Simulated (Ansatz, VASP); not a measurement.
## One calculation of LiH, two programs

Contents of INCAR:

```
PREC = Accurate
ENCUT = 520
EDIFF = 1E-6
ISMEAR = -1
SIGMA = 0.02
LREAL = F
LASPH = T
NELM = 100
ALGO = Normal
ISIF = 2
LWAVE = F
LCHARG = F
GGA = PE
NBANDS = 9
```

Contents of KPOINTS:

```
Automatic mesh
0
Gamma
  10 10 10
```

Contents of POSCAR:

```
LiH
1.0
    0.0000000000      2.0029948411      2.1081520703
    2.0029948411      0.0000000000      2.1081520703
    2.0029948411      2.0029948411      0.0000000000
Li H
1 1
Direct
    0.0000000000      0.0000000000      0.0000000000
    0.5000000000      0.5000000000      0.5000000000
```

Input for Ansatz:

```yaml
crystal:
  lattice:
    - [0.0, 2.0029948411, 2.1081520703]
    - [2.0029948411, 0.0, 2.1081520703]
    - [2.0029948411, 2.0029948411, 0.0]
  atoms:
    - { symbol: Li, position: [0.0, 0.0, 0.0] }
    - { symbol: H, position: [0.5, 0.5, 0.5] }
kpoints:
  mp_grid: { grid: [10, 10, 10] }
  band_path:
    path:
      - [0.0, 0.0, 0.0]
      - [0.5, 0.0, 0.5]
      - [0.625, 0.25, 0.625]
      - [0.375, 0.375, 0.75]
      - [0.5, 0.5, 0.5]
      - [0.5, 0.25, 0.75]
    npoints: 1
hamiltonian:
  xc: pbe
scf:
  occupations: { method: fermi_dirac, width: 0.02 }
  n_extra_bands: 4
output:
  forces: true
  stress: true
  eigenvalues: true
```

Change from the starting cell: uniaxial_z strain +5.2%.

Alike in both runs: task single point; functional PBE; k mesh 10 × 10 × 10; occupations fermi-dirac, width 0.02 eV; no spin polarisation.

```csv
,VASP,Ansatz
version,VASP 6.6.1,Ansatz 0.2.0
potentials or method,"VASP PAW PBE potentials, release 64 (Li_sv, H)","plane waves, PAW"
plane-wave cutoff (eV),520,420
valence electrons in the cell,4,4
```

Ansatz gave:

- gap on the k mesh at the Fermi level (eV): 2.47

Question: Estimate VASP's values.

Answer: gap on the k mesh at the Fermi level (eV): 2.46.

 A k mesh can miss the band edges.
